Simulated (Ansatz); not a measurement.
# SiO2: the cost of one run

Computed with Ansatz 0.2.0 (DFT PBE, scalar-relativistic, plane waves, PAW, unless a step's input says otherwise).

1 further run of the same task is left out (it didn't finish). Runs told in other sessions of the task aren't counted.

### Step 1. The structure to begin with

It takes space group Pbcn (No. 60, orthorhombic). Conventional cell: a = 4.114 Å, b = 5.081 Å, c = 4.527 Å, α = 90.00°, β = 90.00°, γ = 90.00°. Around Si (site symmetry 2) lie 6 O at 1.78 to 1.84 Å. O (site symmetry 1) has 3 Si at 1.78 to 1.84 Å in its first shell of neighbours.

Structure file:

```xyz
12
Lattice="4.1141 0.0000 0.0000 0.0000 5.0812 0.0000 0.0000 0.0000 4.5272" Properties=species:S:1:pos:R:3 pbc="T T T"
Si    2.0571    1.7667    3.3954
Si    0.0000    0.7739    1.1318
Si    2.0571    3.3146    1.1318
Si    0.0000    4.3073    3.3954
O     1.1071    3.1381    2.6256
O     3.1642    4.4838    1.9015
O     0.9499    4.4838    0.3620
O     3.0070    3.1381    4.1651
O     1.1071    1.9432    0.3620
O     3.1642    0.5974    4.1651
O     0.9499    0.5974    2.6256
O     3.0070    1.9432    1.9015
```

The structure comes from the Materials Project (structure only).

(A quick probe on a coarse mesh, which set the mesh and smearing, is not shown.)

### Step 3. The relaxation

input.yaml reads:

```yaml
crystal:
  lattice:
    - [4.114123, 0.0, 0.0]
    - [0.0, 5.081248, 0.0]
    - [0.0, 0.0, 4.527163]
  atoms:
    - { symbol: Si, position: [0.5, 0.347689, 0.75] }
    - { symbol: Si, position: [0.0, 0.152311, 0.25] }
    - { symbol: Si, position: [0.5, 0.652311, 0.25] }
    - { symbol: Si, position: [0.0, 0.847689, 0.75] }
    - { symbol: O, position: [0.269101, 0.617578, 0.579969] }
    - { symbol: O, position: [0.769101, 0.882422, 0.420031] }
    - { symbol: O, position: [0.230899, 0.882422, 0.079969] }
    - { symbol: O, position: [0.730899, 0.617578, 0.920031] }
    - { symbol: O, position: [0.269101, 0.382422, 0.079969] }
    - { symbol: O, position: [0.769101, 0.117578, 0.920031] }
    - { symbol: O, position: [0.230899, 0.117578, 0.579969] }
    - { symbol: O, position: [0.730899, 0.382422, 0.420031] }
basis:
  ecutwfc: 420
kpoints:
  mp_grid: { grid: [6, 6, 6] }
hamiltonian:
  xc: pbe
scf:
  occupations: { method: gaussian, width: 0.02 }
output:
  forces: true
  stress: true
  eigenvalues: true
relax:
  adjacent_minimum: "off"
  f_tol: 0.005
  max_steps: 80
  cell: { stress_tol: 0.05 }
```

On the command line:

```sh
> ansatz run input.yaml --threads 2 --pin off --max-ram 5120MiB --backend cpu --events-out ev --progress --plain --runs-dir out
```

What time and memory should one allow on 2 threads of Arm Neoverse V2, shared host?

About 36 s, with a peak of 0.49 GiB.
